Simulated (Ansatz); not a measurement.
A surface is cut from this relaxed crystal of CuO:

```
Cu O
1.0
     2.08300   -2.08045    0.16633
     2.08300    2.08045    0.16633
    -0.41023    0.00000    5.13497
Cu O
2 2
Direct
  0.99425 0.49425 0.00185
  0.49425 0.99425 0.50185
  0.49426 0.49424 0.25185
  0.49424 0.49426 0.75185
```

Miller indices refer to the conventional cell of Cccm (No. 66), a = 4.161 Å, b = 4.179 Å, c = 5.151 Å, α = 90.00°, β = 90.00°, γ = 90.00°.

Computed with Ansatz, DFT PBE, scalar-relativistic, plane waves, PAW. Cutoff 420 eV, Gaussian smearing of 0.10 eV, no spin polarisation. A dipole correction acts along the normal.

The slab isn't stoichiometric, so its surface energy depends on the chemical potentials; it is given with the excess atoms taken from the element's standard state, a limit at which the compound may itself be unstable, so the figure can be too low.

A relaxed slab with low-index faces, about a nanometre thick, has these properties:

```json
{
  "Surface energy with the excess atoms taken from the elements": "1.63 J/m²",
  "Work function": "4.73 eV"
}
```

Q: Which low-index plane was cut, and which atoms end it?

A: The (111) plane, with Cu in the top plane and Cu in the bottom one as cut, before relaxation. The planes from bottom to top: Cu2, O, O, Cu2, O, O, Cu2, O, O, Cu2, O, O, Cu2, O, O, Cu2.

Spin polarisation was left out, and a magnetic state may lie lower.

The reference crystal is a form of CuO, which isn't its usual structure.